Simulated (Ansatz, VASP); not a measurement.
## Two plane-wave programs on BaTe

```
CELL_PARAMETERS angstrom
4.13997 0.00000 0.00000
0.00000 4.13997 0.00000
0.00000 0.00000 4.24482
ATOMIC_POSITIONS crystal
Ba 0.00000 0.00000 0.00000
Te 0.50000 0.50000 0.50000
```

Change from the starting cell: biaxial_xy strain -2.5%.

Alike in both runs: task single point; functional r2SCAN; k mesh 6 × 6 × 6; no spin polarisation.

```csv
,VASP,Ansatz
version,VASP 6.6.1,Ansatz 0.2.0
potentials or method,"VASP PAW PBE potentials, release 64 (Ba_sv, Te)","plane waves, PAW"
plane-wave cutoff (eV),520,500
occupations,"gaussian, width 0.01 eV",fixed
valence electrons in the cell,16,26
```

Ansatz gave:

- gap on the k mesh at the Fermi level (eV): 0.99
- pressure (GPa): 1.9
- largest component of the traceless stress (GPa): 1.34

Question: Which values does VASP return?

Answer: gap on the k mesh at the Fermi level (eV): 0.88; pressure (GPa): 2.4; largest component of the traceless stress (GPa): 1.35.

The two sets of potentials don't hold the same shells in valence.

Caveats: the PAW data sets were made with another functional, which shifts forces and pressure a little (VASP); spin-orbit coupling is left out, which moves the levels of the heavy elements. A k mesh can miss the band edges.
